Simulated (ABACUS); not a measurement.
A run of ABACUS 3.10.1 is set up as follows.

The input INPUT:

```
INPUT_PARAMETERS
suffix              Ge
calculation         scf
basis_type          pw
pseudo_dir          ./
symmetry            1
dft_functional      pbesol
ecutwfc             79
pseudo_rcut         7
nspin               1
nbands              18
ks_solver           dav
smearing_method     fd
smearing_sigma      0.00367493
scf_thr             1e-08
scf_nmax            100
mixing_type         broyden
mixing_beta         0.7
cal_force           1
cal_stress          1
out_chg             1
out_pot             2
out_elf             1
```

STRU

```
ATOMIC_SPECIES
Ge 72.6300 Ge.upf

LATTICE_CONSTANT
1.8897261246

LATTICE_VECTORS
0.0000000000 2.8289100000 2.8289100000
2.8289100000 0.0000000000 2.8289100000
2.8289100000 2.8289100000 0.0000000000

ATOMIC_POSITIONS
Direct

Ge
0.0
2
0.7500000000 0.7500000000 0.7500000000 1 1 1
0.5000000000 0.5000000000 0.5000000000 1 1 1
```

File KPT:

```
K_POINTS
0
Gamma
8 8 8 0 0 0
```

Potentials or basis: PseudoDojo NC SR 0.4.1 PBEsol standard, plane waves.

Launch:

```sh
$ OMP_NUM_THREADS=1 mpirun -np 4 abacus > log
```

Question: Estimate the band gap on the k mesh.

Answer: None (metal or under the smearing width).

Question: Estimate the pressure.

Answer: 0.7 GPa.

Caveat: this crystal is a semiconductor, whose small gap the functional closes, so the metal is an error of the method.

**Experimental background.**

“Electronic and optical properties of SixGe1-x-ySny alloys lattice-matched to Ge”, 2021, arxiv:2109.02782 reports, for a bulk crystal of Ge at 300 K: band gap 0.807 eV (direct).

Measured gap of Ge: 0.807 eV (direct; 300 K; “Electronic and optical properties of SixGe1-x-ySny alloys lattice-matched to Ge”, 2021, arxiv:2109.02782). This calculation gives 0.00 eV (-0.81 eV). 3 values of this kind are on record (0.666 to 0.807 eV); this one was drawn at random among those near their median. Spin-orbit coupling on Ge is left out. The value is that of PBEsol on a finite k mesh, which can miss the band edges, without temperature or zero-point motion. Semilocal functionals fall short of measured gaps as a rule.
